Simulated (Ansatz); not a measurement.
Starting structure, (110) slab as cut from the bulk (BiTe, Fm-3m (No. 225), (1 1 0) face):

```xyz
10
Lattice="4.5725 0.0000 0.0000 0.0000 6.4665 0.0000 0.0000 0.0000 24.1451" Properties=species:S:1:pos:R:3 pbc="T T T"
Bi    2.2863    3.2333    7.5000
Te    2.2863    0.0000    7.5000
Bi    0.0000    0.0000    9.7863
Te    0.0000    3.2333    9.7863
Bi    2.2863    3.2333   12.0725
Te    2.2863    0.0000   12.0725
Bi    0.0000    0.0000   14.3588
Te    0.0000    3.2333   14.3588
Bi    2.2863    3.2333   16.6451
Te    2.2863    0.0000   16.6451
```

Theory: DFT r2SCAN, scalar-relativistic, plane waves, PAW in Ansatz. Settings: cutoff 500 eV, Γ-centred mesh 8×6×1 on the computed 10-atom cell, Gaussian smearing of 0.10 eV; no spin polarisation. A dipole correction removes the field between periodic images along c.

All atoms are free. The cell is fixed. Force threshold 0.02 eV/Å.

Task: Where does it end?

Result: The energy falls by 0.300 eV in 5 steps, to:

```
CELL_PARAMETERS angstrom
4.57254 0.00000 0.00000
0.00000 6.46655 0.00000
0.00000 0.00000 24.14508
ATOMIC_POSITIONS crystal
Bi 0.50000 0.50000 0.31518
Te 0.50000 0.00000 0.31828
Bi 0.00000 0.00000 0.40240
Te 0.00000 0.50000 0.40168
Bi 0.50000 0.50000 0.50000
Te 0.50000 0.00000 0.50000
Bi 0.00000 0.00000 0.59760
Te 0.00000 0.50000 0.59832
Bi 0.50000 0.50000 0.68482
Te 0.50000 0.00000 0.68172
```

Spin–orbit coupling is left out, which can shift energies with elements as heavy as these.

Cost: 1 run of about 13 core-minutes, on Intel Xeon 6975P-C (Granite Rapids) (shared hosts).